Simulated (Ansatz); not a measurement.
## Al3Cu: how the axes shrink under pressure

Al3Cu, P4/mmm, a = 2.774 Å, c = 7.592 Å. The structure is a Materials Project entry; whether it is the stable form wasn't checked. Ansatz: r2SCAN, PAW, 500 eV, Γ-centred 16×16×6 mesh on 4 atoms, Gaussian smearing 0.10 eV; no spin polarisation. Cell and atoms are relaxed at each pressure, and no other structure is tried, so the rows at high pressure may lie past a change of phase. y = 100 ln(c/c0) with c0 = 7.5919 Å, so nearly a change in per cent. The pressures are the targets, met within 0.04 GPa.

```tsv
P (GPa)	y	100 ln(a/a0)
-3.0	?	?
0.0	0.00	0.00
3.0	-0.96	-0.85
8.0	-2.32	-2.08
15.0	-3.96	-3.54
30.0	-6.75	-6.03
60.0	-10.52	-9.65
```

Problem. Fit y = c1 P + c2 P² to the other rows, give the linear compressibility along c, and predict the missing y.

Solution. Least squares on the rows shown. y = −0.2858 P + 0.001850 P². The linear compressibility along c is −c1/100 = 2.86 per TPa, against 2.53 along a from the same fit to the last column (its missing entry is 0.96): the crystal is about as stiff along both at low pressure. The runs next to zero pressure give 3.41 and 3.03, so a parabola over the whole range misstates the start. With a term in P³ added, the coefficient of P becomes -0.3179, 11 % more, which shows how far this figure hangs on the form. At P = -3.0 the fit asked for gives 0.87. The run gave 1.08, so the fit is 0.21 too low, within twice the rms miss on the fitted rows (0.12).